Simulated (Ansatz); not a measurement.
# Preparing Al2O3 (R-3c) as a host crystal, part 3 of 3

Before any defect goes in: Al2O3 (R-3c) at rest, and how it screens a charge.

Ansatz 0.2.0; plane-wave PAW DFT, PBEsol; relaxation of the host's cell and atoms (the session's first sound run).

So far. Step 3 (Dielectric tensors of the host): The principal values of the electronic dielectric tensor are 3.26, 3.30 and 3.30. The principal values of the static dielectric tensor are 9.72, 9.72 and 11.81.

## (7) Defect free supercell relaxed from displaced atoms

This step: plane-wave PAW DFT, PBEsol; relaxation of the defect-free supercell from random displacements, a test of the host's stability (Ansatz 0.2.0).

pristine.rattled/input.yaml

```yaml
crystal:
  lattice:
    - [4.7738674274, 2.7561936443, 8.6765380597]
    - [-4.7738674274, 2.7561936443, 8.6765380597]
    - [0.0, -5.5123872885, 8.6765380597]
  atoms:
    - { symbol: Al, position: [0.323960443, 0.323960443, 0.323960443] }
    - { symbol: Al, position: [0.426039557, 0.426039557, 0.426039557] }
    - { symbol: Al, position: [0.073960443, 0.073960443, 0.073960443] }
    - { symbol: Al, position: [0.176039557, 0.176039557, 0.176039557] }
    - { symbol: O, position: [0.2220701173, 0.0279298827, 0.375] }
    - { symbol: O, position: [0.4720701173, 0.125, 0.2779298827] }
    - { symbol: O, position: [0.0279298827, 0.375, 0.2220701173] }
    - { symbol: O, position: [0.375, 0.2220701173, 0.0279298827] }
    - { symbol: O, position: [0.125, 0.2779298827, 0.4720701173] }
    - { symbol: O, position: [0.2779298827, 0.4720701173, 0.125] }
    - { symbol: Al, position: [0.323960443, 0.323960443, 0.823960443] }
    - { symbol: Al, position: [0.426039557, 0.426039557, 0.926039557] }
    - { symbol: Al, position: [0.073960443, 0.073960443, 0.573960443] }
    - { symbol: Al, position: [0.176039557, 0.176039557, 0.676039557] }
    - { symbol: O, position: [0.2220701173, 0.0279298827, 0.875] }
    - { symbol: O, position: [0.4720701173, 0.125, 0.7779298827] }
    - { symbol: O, position: [0.0279298827, 0.375, 0.7220701173] }
    - { symbol: O, position: [0.375, 0.2220701173, 0.5279298827] }
    - { symbol: O, position: [0.125, 0.2779298827, 0.9720701173] }
    - { symbol: O, position: [0.2779298827, 0.4720701173, 0.625] }
    - { symbol: Al, position: [0.323960443, 0.823960443, 0.323960443] }
    - { symbol: Al, position: [0.426039557, 0.926039557, 0.426039557] }
    - { symbol: Al, position: [0.073960443, 0.573960443, 0.073960443] }
    - { symbol: Al, position: [0.176039557, 0.676039557, 0.176039557] }
    - { symbol: O, position: [0.2220701173, 0.5279298827, 0.375] }
    - { symbol: O, position: [0.4720701173, 0.625, 0.2779298827] }
    - { symbol: O, position: [0.0279298827, 0.875, 0.2220701173] }
    - { symbol: O, position: [0.375, 0.7220701173, 0.0279298827] }
    - { symbol: O, position: [0.125, 0.7779298827, 0.4720701173] }
    - { symbol: O, position: [0.2779298827, 0.9720701173, 0.125] }
    - { symbol: Al, position: [0.323960443, 0.823960443, 0.823960443] }
    - { symbol: Al, position: [0.426039557, 0.926039557, 0.926039557] }
    - { symbol: Al, position: [0.073960443, 0.573960443, 0.573960443] }
    - { symbol: Al, position: [0.176039557, 0.676039557, 0.676039557] }
    - { symbol: O, position: [0.2220701173, 0.5279298827, 0.875] }
    - { symbol: O, position: [0.4720701173, 0.625, 0.7779298827] }
    - { symbol: O, position: [0.0279298827, 0.875, 0.7220701173] }
    - { symbol: O, position: [0.375, 0.7220701173, 0.5279298827] }
    - { symbol: O, position: [0.125, 0.7779298827, 0.9720701173] }
    - { symbol: O, position: [0.2779298827, 0.9720701173, 0.625] }
    - { symbol: Al, position: [0.823960443, 0.323960443, 0.323960443] }
    - { symbol: Al, position: [0.926039557, 0.426039557, 0.426039557] }
    - { symbol: Al, position: [0.573960443, 0.073960443, 0.073960443] }
    - { symbol: Al, position: [0.676039557, 0.176039557, 0.176039557] }
    - { symbol: O, position: [0.7220701173, 0.0279298827, 0.375] }
    - { symbol: O, position: [0.9720701173, 0.125, 0.2779298827] }
    - { symbol: O, position: [0.5279298827, 0.375, 0.2220701173] }
    - { symbol: O, position: [0.875, 0.2220701173, 0.0279298827] }
    - { symbol: O, position: [0.625, 0.2779298827, 0.4720701173] }
    - { symbol: O, position: [0.7779298827, 0.4720701173, 0.125] }
    - { symbol: Al, position: [0.823960443, 0.323960443, 0.823960443] }
    - { symbol: Al, position: [0.926039557, 0.426039557, 0.926039557] }
    - { symbol: Al, position: [0.573960443, 0.073960443, 0.573960443] }
    - { symbol: Al, position: [0.676039557, 0.176039557, 0.676039557] }
    - { symbol: O, position: [0.7220701173, 0.0279298827, 0.875] }
    - { symbol: O, position: [0.9720701173, 0.125, 0.7779298827] }
    - { symbol: O, position: [0.5279298827, 0.375, 0.7220701173] }
    - { symbol: O, position: [0.875, 0.2220701173, 0.5279298827] }
    - { symbol: O, position: [0.625, 0.2779298827, 0.9720701173] }
    - { symbol: O, position: [0.7779298827, 0.4720701173, 0.625] }
    - { symbol: Al, position: [0.823960443, 0.823960443, 0.323960443] }
    - { symbol: Al, position: [0.926039557, 0.926039557, 0.426039557] }
    - { symbol: Al, position: [0.573960443, 0.573960443, 0.073960443] }
    - { symbol: Al, position: [0.676039557, 0.676039557, 0.176039557] }
    - { symbol: O, position: [0.7220701173, 0.5279298827, 0.375] }
    - { symbol: O, position: [0.9720701173, 0.625, 0.2779298827] }
    - { symbol: O, position: [0.5279298827, 0.875, 0.2220701173] }
    - { symbol: O, position: [0.875, 0.7220701173, 0.0279298827] }
    - { symbol: O, position: [0.625, 0.7779298827, 0.4720701173] }
    - { symbol: O, position: [0.7779298827, 0.9720701173, 0.125] }
    - { symbol: Al, position: [0.823960443, 0.823960443, 0.823960443] }
    - { symbol: Al, position: [0.926039557, 0.926039557, 0.926039557] }
    - { symbol: Al, position: [0.573960443, 0.573960443, 0.573960443] }
    - { symbol: Al, position: [0.676039557, 0.676039557, 0.676039557] }
    - { symbol: O, position: [0.7220701173, 0.5279298827, 0.875] }
    - { symbol: O, position: [0.9720701173, 0.625, 0.7779298827] }
    - { symbol: O, position: [0.5279298827, 0.875, 0.7220701173] }
    - { symbol: O, position: [0.875, 0.7220701173, 0.5279298827] }
    - { symbol: O, position: [0.625, 0.7779298827, 0.9720701173] }
    - { symbol: O, position: [0.7779298827, 0.9720701173, 0.625] }
basis:
  ecutwfc: 420
  xc_grid: 2
hamiltonian:
  xc: pbesol
kpoints:
  mp_grid: { grid: [1, 1, 1], shift: [0.25, 0.25, 0.25] }
scf:
  occupations: { method: fermi_dirac, width: 0.01 }
  max_iter: 80
output:
  forces: true
relax:
  f_tol: 0.01
  max_steps: 120
  random_displacement: { amplitude: 0.08, seed: 5343 }
checkpoint:
  write: "../pristine.rattled.run"
  compress: false
  write_wavefunctions: false
  write_every: 100000
```

On the command line:

```
$ ansatz run input.yaml --threads 8 --pin off --max-ram 22609MiB --backend cpu --events-out ev --progress --plain --runs-dir out
```

Numbers of over 12 decimals in the logs are rounded to 6 here.

Log:

```text
[...]
Crystal: 80 atoms, lattice volume = 684.980 Å³
Basis set: ecut = 420 eV, 13367 PW (Γ), exchange–correlation on 144×144×144 points (8 copies of the dense FFT grid, shifted against one another)
Bands: 272, of which v1, the nominal top of the filled ones, is band 192 counted from 1 (191 counted from 0)
Symmetry: 1 space group operations
k-points: 1
[...]
SCF iter   1: F=—  HF=-43826.230863 eV  |F-HF|=—  |Δ(HF+E_count)|=         —  Δρ=1.56e-2  dr2=1.25e0  ethr=1.77e-3  ⟨swp⟩=7.0  Hψ=1316  notcnv=0  defer=34
[...]
SCF iter   6: F=-43825.845741 eV  HF=-43825.845742 eV  |F-HF|=9.07e-7  |Δ(HF+E_count)|=   1.23e-5  Δρ=2.09e-5  dr2=1.83e-6  ethr=6.51e-10  ⟨swp⟩=4.0  Hψ=803  notcnv=0
SCF 1 converged in 6 iterations: F = -43825.845741 eV  dr2 = 1.83e-6
[...]
relax step   1: F+E_penalty+E_count = -43825.84574110 eV  Δ(F+E_penalty+E_count) = +0.000e0 eV  max|allowed force component| = 2.582e0 eV/Å  Δτ_max = 0.0000 Å  (6 SCF iters, dr2 threshold 2.50e-6 eV, accepted)
[...]
relax step   2: F+E_penalty+E_count = -43828.82708418 eV  Δ(F+E_penalty+E_count) = -2.981e0 eV  max|allowed force component| = 1.701e0 eV/Å  Δτ_max = 0.0715 Å  (6 SCF iters, dr2 threshold 1.00e-4 eV, accepted)
relax step   3: F+E_penalty+E_count = -43830.46683750 eV  Δ(F+E_penalty+E_count) = -1.640e0 eV  max|allowed force component| = 2.359e-2 eV/Å  Δτ_max = 0.0807 Å  (6 SCF iters, dr2 threshold 1.00e-4 eV, accepted)
relax step   4: F+E_penalty+E_count = -43830.46684336 eV  Δ(F+E_penalty+E_count) = -5.859e-6 eV  max|allowed force component| = 2.377e-2 eV/Å  Δτ_max = 0.0000 Å  (4 SCF iters, accepted)
SCF iter   1: F=—  HF=-43830.466765 eV  |F-HF|=—  |Δ(HF+E_count)|=         —  Δρ=1.82e-4  dr2=1.86e-4  ethr=1.02e-6  ⟨swp⟩=2.0  Hψ=516  notcnv=0  defer=76
[...]
SCF iter   5: F=-43830.467269 eV  HF=-43830.467269 eV  |F-HF|=7.40e-9  |Δ(HF+E_count)|=   1.30e-8  Δρ=1.68e-6  dr2=1.42e-8  ethr=2.60e-11  ⟨swp⟩=4.0  Hψ=687  notcnv=0
SCF 5 converged in 5 iterations: F = -43830.467269 eV  dr2 = 1.42e-8
relax step   5: F+E_penalty+E_count = -43830.46726890 eV  Δ(F+E_penalty+E_count) = -4.255e-4 eV  max|allowed force component| = 9.088e-4 eV/Å  Δτ_max = 0.0028 Å  (5 SCF iters, accepted)
SCF converged after 5 iterations
Free energy (F): -43830.467269 eV
[...]
Internal energy: -43830.467269 eV  (E = F + TS)
E sigma→0 (E₀):  -43830.467269 eV
Fermi energy:    10.686558 eV
[...]
--- Forces (eV/Å), atoms counted from 1 ---
  atom   1  Al     0.00047073    -0.00017027     0.00022020
  atom   2  Al     0.00006625     0.00022965     0.00008327
  atom   3  Al    -0.00015586    -0.00037230    -0.00033862
  atom   4  Al    -0.00056333     0.00030512     0.00003306
  atom   5  O     -0.00010279    -0.00024711     0.00030769
  atom   6  O      0.00010182    -0.00008994     0.00032983
  atom   7  O     -0.00020857    -0.00016199     0.00016026
  atom   8  O      0.00033240    -0.00004032     0.00026925
  atom   9  O     -0.00022309     0.00019910    -0.00017011
  atom  10  O      0.00006165     0.00022754    -0.00000332
  atom  11  Al     0.00001656     0.00015212    -0.00064123
  atom  12  Al    -0.00059349    -0.00031993    -0.00017087
  atom  13  Al     0.00009760     0.00013862    -0.00090808
  atom  14  Al    -0.00018747    -0.00040901     0.00018778
  atom  15  O      0.00007669     0.00008399    -0.00030716
  atom  16  O     -0.00006776    -0.00011772    -0.00003108
  atom  17  O      0.00013705     0.00047254    -0.00003272
  atom  18  O      0.00030342     0.00007696    -0.00016628
  atom  19  O      0.00019490    -0.00014684     0.00043174
  atom  20  O      0.00030843     0.00015961     0.00018484
  atom  21  Al     0.00003416    -0.00007677    -0.00039968
  atom  22  Al     0.00011978    -0.00012268    -0.00022436
  atom  23  Al    -0.00006193     0.00006801    -0.00041948
  atom  24  Al    -0.00004668     0.00004143    -0.00003351
  atom  25  O     -0.00030238     0.00029375     0.00025625
  atom  26  O     -0.00000470    -0.00016795     0.00010352
  atom  27  O     -0.00007393    -0.00024680    -0.00040438
  atom  28  O     -0.00013889    -0.00004131     0.00000230
  atom  29  O      0.00002016    -0.00019507     0.00021699
  atom  30  O      0.00020505     0.00017732    -0.00003210
  atom  31  Al    -0.00007062     0.00004210     0.00004788
  atom  32  Al     0.00003545     0.00005939     0.00020084
  atom  33  Al    -0.00035379    -0.00026223    -0.00033729
  atom  34  Al    -0.00042959     0.00034688     0.00031661
  atom  35  O      0.00032744     0.00000861     0.00069299
  atom  36  O      0.00002168     0.00001035     0.00002323
  atom  37  O      0.00028244     0.00004195     0.00049395
  atom  38  O      0.00011337     0.00012277     0.00033728
  atom  39  O      0.00003223    -0.00024582     0.00008751
  atom  40  O      0.00034918     0.00008700     0.00008532
[...]
atom  69  O     -0.00027102     0.00033101    -0.00005251
  atom  70  O     -0.00036478    -0.00007573     0.00020018
  atom  71  Al    -0.00029999    -0.00068724    -0.00065796
  atom  72  Al    -0.00003382    -0.00002372    -0.00025335
  atom  73  Al     0.00024812    -0.00023440    -0.00001360
  atom  74  Al     0.00025069     0.00018082    -0.00043864
  atom  75  O      0.00012893    -0.00008925    -0.00038006
  atom  76  O      0.00038728     0.00017796    -0.00000526
  atom  77  O      0.00001082    -0.00031736     0.00002057
  atom  78  O     -0.00008499    -0.00032367     0.00003347
  atom  79  O     -0.00002048     0.00008830    -0.00011992
  atom  80  O      0.00005132    -0.00007383     0.00002441
  max |Σ_I F_I| component: 5.46e-5 eV/Å
--- Relaxed structure (5 steps of the walk, 5 accepted, 0 SCFs on fresh bases) ---
  F+E_penalty+E_count = -43830.46726890 eV   max|allowed force component| = 9.088e-4 eV/Å
  atoms:
    - { symbol: Al, position: [0.324012, 0.324038, 0.324902] }
    - { symbol: Al, position: [0.426103, 0.426120, 0.427000] }
    - { symbol: Al, position: [0.074018, 0.074038, 0.074903] }
    - { symbol: Al, position: [0.176104, 0.176118, 0.177002] }
    - { symbol: O, position: [0.222089, 0.028047, 0.375954] }
    - { symbol: O, position: [0.472086, 0.125080, 0.278918] }
    - { symbol: O, position: [0.028033, 0.375076, 0.222983] }
    - { symbol: O, position: [0.375054, 0.222110, 0.028921] }
    - { symbol: O, position: [0.125060, 0.278047, 0.472985] }
    - { symbol: O, position: [0.278029, 0.472109, 0.125949] }
    - { symbol: Al, position: [0.324009, 0.324034, 0.824913] }
    - { symbol: Al, position: [0.426109, 0.426122, 0.926993] }
    - { symbol: Al, position: [0.074014, 0.074035, 0.574912] }
    - { symbol: Al, position: [0.176109, 0.176124, 0.676993] }
    - { symbol: O, position: [0.222092, 0.028050, 0.875950] }
    - { symbol: O, position: [0.472089, 0.125080, 0.778921] }
    - { symbol: O, position: [0.028025, 0.375077, 0.722985] }
    - { symbol: O, position: [0.375061, 0.222109, 0.528921] }
    - { symbol: O, position: [0.125054, 0.278049, 0.972980] }
    - { symbol: O, position: [0.278023, 0.472107, 0.625955] }
    - { symbol: Al, position: [0.324016, 0.824032, 0.324909] }
    - { symbol: Al, position: [0.426102, 0.926126, 0.426997] }
    - { symbol: Al, position: [0.074017, 0.574032, 0.074909] }
    - { symbol: Al, position: [0.176103, 0.676127, 0.176997] }
    - { symbol: O, position: [0.222089, 0.528043, 0.375953] }
    - { symbol: O, position: [0.472088, 0.625077, 0.278922] }
    - { symbol: O, position: [0.028033, 0.875082, 0.222979] }
    - { symbol: O, position: [0.375060, 0.722109, 0.028921] }
    - { symbol: O, position: [0.125060, 0.778046, 0.472978] }
    - { symbol: O, position: [0.278028, 0.972110, 0.125953] }
    - { symbol: Al, position: [0.324015, 0.824034, 0.824907] }
    - { symbol: Al, position: [0.426105, 0.926124, 0.926996] }
    - { symbol: Al, position: [0.074016, 0.574032, 0.574906] }
    - { symbol: Al, position: [0.176101, 0.676118, 0.676998] }
    - { symbol: O, position: [0.222082, 0.528047, 0.875952] }
    - { symbol: O, position: [0.472088, 0.625079, 0.778923] }
    - { symbol: O, position: [0.028026, 0.875079, 0.722978] }
    - { symbol: O, position: [0.375055, 0.722106, 0.528923] }
    - { symbol: O, position: [0.125061, 0.778050, 0.972978] }
    - { symbol: O, position: [0.278027, 0.972110, 0.625953] }
    - { symbol: Al, position: [0.824018, 0.324035, 0.324910] }
    - { symbol: Al, position: [0.926104, 0.426124, 0.427001] }
    - { symbol: Al, position: [0.574010, 0.074033, 0.074907] }
    - { symbol: Al, position: [0.676103, 0.176125, 0.176993] }
    - { symbol: O, position: [0.722090, 0.028048, 0.375950] }
    - { symbol: O, position: [0.972089, 0.125081, 0.278925] }
    - { symbol: O, position: [0.528029, 0.375078, 0.222977] }
    - { symbol: O, position: [0.875060, 0.222105, 0.028921] }
    - { symbol: O, position: [0.625060, 0.278053, 0.472981] }
    - { symbol: O, position: [0.778031, 0.472107, 0.125955] }
    - { symbol: Al, position: [0.824018, 0.324028, 0.824910] }
    - { symbol: Al, position: [0.926096, 0.426125, 0.926997] }
    - { symbol: Al, position: [0.574019, 0.074032, 0.574907] }
    - { symbol: Al, position: [0.676099, 0.176130, 0.676997] }
    - { symbol: O, position: [0.722087, 0.028048, 0.875949] }
    - { symbol: O, position: [0.972090, 0.125074, 0.778922] }
    - { symbol: O, position: [0.528026, 0.375080, 0.722982] }
    - { symbol: O, position: [0.875058, 0.222111, 0.528923] }
    - { symbol: O, position: [0.625059, 0.278044, 0.972979] }
    - { symbol: O, position: [0.778028, 0.472109, 0.625955] }
    - { symbol: Al, position: [0.824010, 0.824035, 0.324910] }
    - { symbol: Al, position: [0.926104, 0.926124, 0.426994] }
    - { symbol: Al, position: [0.574010, 0.574036, 0.074914] }
    - { symbol: Al, position: [0.676108, 0.676124, 0.176993] }
    - { symbol: O, position: [0.722089, 0.528052, 0.375951] }
    - { symbol: O, position: [0.972090, 0.625080, 0.278921] }
    - { symbol: O, position: [0.528027, 0.875076, 0.222981] }
    - { symbol: O, position: [0.875062, 0.722106, 0.028921] }
    - { symbol: O, position: [0.625056, 0.778048, 0.472986] }
    - { symbol: O, position: [0.778029, 0.972104, 0.125952] }
    - { symbol: Al, position: [0.824019, 0.824039, 0.824900] }
    - { symbol: Al, position: [0.926104, 0.926121, 0.926999] }
    - { symbol: Al, position: [0.574012, 0.574039, 0.574905] }
    - { symbol: Al, position: [0.676104, 0.676123, 0.677002] }
    - { symbol: O, position: [0.722086, 0.528050, 0.875957] }
    - { symbol: O, position: [0.972082, 0.625082, 0.778921] }
    - { symbol: O, position: [0.528031, 0.875080, 0.722979] }
    - { symbol: O, position: [0.875061, 0.722109, 0.528918] }
    - { symbol: O, position: [0.625060, 0.778050, 0.972982] }
    - { symbol: O, position: [0.778029, 0.972112, 0.625948] }
```

Elapsed: 22 s, on 8 threads of Arm Neoverse V2, shared host; peak memory 1.3 GiB; 2.3 min of CPU time.

Relaxation path:

| step | energy less that of the first step (eV) | largest force component (eV/Å) |
| --- | --- | --- |
| 1 | 0.0000 | 2.5821 |
| 2 | -2.9813 | 1.7006 |
| 3 | -4.6211 | 0.0236 |
| 4 | -4.6211 | 0.0238 |
| 5 | -4.6215 | 0.0009 |

The relaxation ends 58 meV an atom lower than the displaced start, with a largest force component of 9.1e-4 eV/Å.

## (8) Results

| Quantity | Value |
| --- | --- |
| primitive cell vectors, lengths | 5.140, 5.140, 5.140 Å |
| electronic dielectric constant | principal values (3.26, 3.30, 3.30) |
| static dielectric constant | principal values (9.72, 9.72, 11.81) |
| gap on the k-mesh of the response run (PBEsol) | 6.03 eV |
| supercell relaxed in its symmetry less the displaced and relaxed one | 0.000 eV |
| energy an atom at one point at (¼, ¼, ¼) less that on the dense mesh | 0.004 eV |

What this shows: Step 7: The energy fell by 4.622 eV from the randomly displaced start; the atoms end within 0.005 Å of the sites as typed, once the mean shift is taken out. The displaced cell ends within 0.01 eV of the symmetric one relaxed in its symmetry, so no lower structure shows in this supercell. The k-mesh can miss the band edges, so this gap is an upper bound at this level. All at zero temperature.

[Logs are printed without paths, hosts, clocks, repeated set-up lines and the standing remarks that a program may print on its own settings, such as how far it seeks lower states.]

[Hosts, paths, dates, database ids (printed as entryN), source tags and the programs' standing remarks are cut or masked in the printed files.]

[Runs of the host that timed out are not shown.]

[For some hosts the program warned that the k-mesh of the response run may be too coarse for force constants and the static dielectric constant; such warnings are not always shown.]
